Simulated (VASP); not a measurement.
Runs of VASP 6.6.1 on K. The cell holds a slab with vacuum, 3 atoms: a = 4.725 Å, b = 4.725 Å, c = 22.812 Å, α = 90.00°, β = 90.00°, γ = 117.88°. The slab is cut from a database's or a generator's crystal, which needn't be the stable form of the element.

```tsv
task	potentials or basis	cell	cutoff (eV)	smearing	gap on the mesh (eV)	largest force (eV/Å)	work function (eV)
single point	VASP PAW PBE potentials, release 54 (K_pv)	as given	600	fermi-dirac 0.05 eV	none	0.03	2.37
single point	VASP PAW PBE potentials, release 64 (K_sv_GW)	as given	600	fermi-dirac 0.05 eV	none	0.03	2.38
single point	VASP PAW PBE potentials, release 54 (K_sv)	as given	600	fermi-dirac 0.05 eV	none	0.03	2.38
single point	VASP PAW PBE potentials, release 64 (K_sv)	the (0 0 1) slab of K, cut from the database cell, not relaxed	520	fermi-dirac 0.05 eV	none	0.03	-
work function	VASP PAW PBE potentials, release 64 (K_sv)	the (0 0 1) slab of K, cut from the database cell, not relaxed	520	gaussian 0.05 eV	none	0.04	(a)
```

Alike in all rows: level PBE; no spin polarisation; k mesh 7 × 7 × 1.

**Question.** Estimate the missing entries.

**Answer.** (a) 2.35.

A k mesh can miss the band edges.

A gap of «none» marks a metal or a gap under the smearing width.

Not every run made on this cell is shown here.
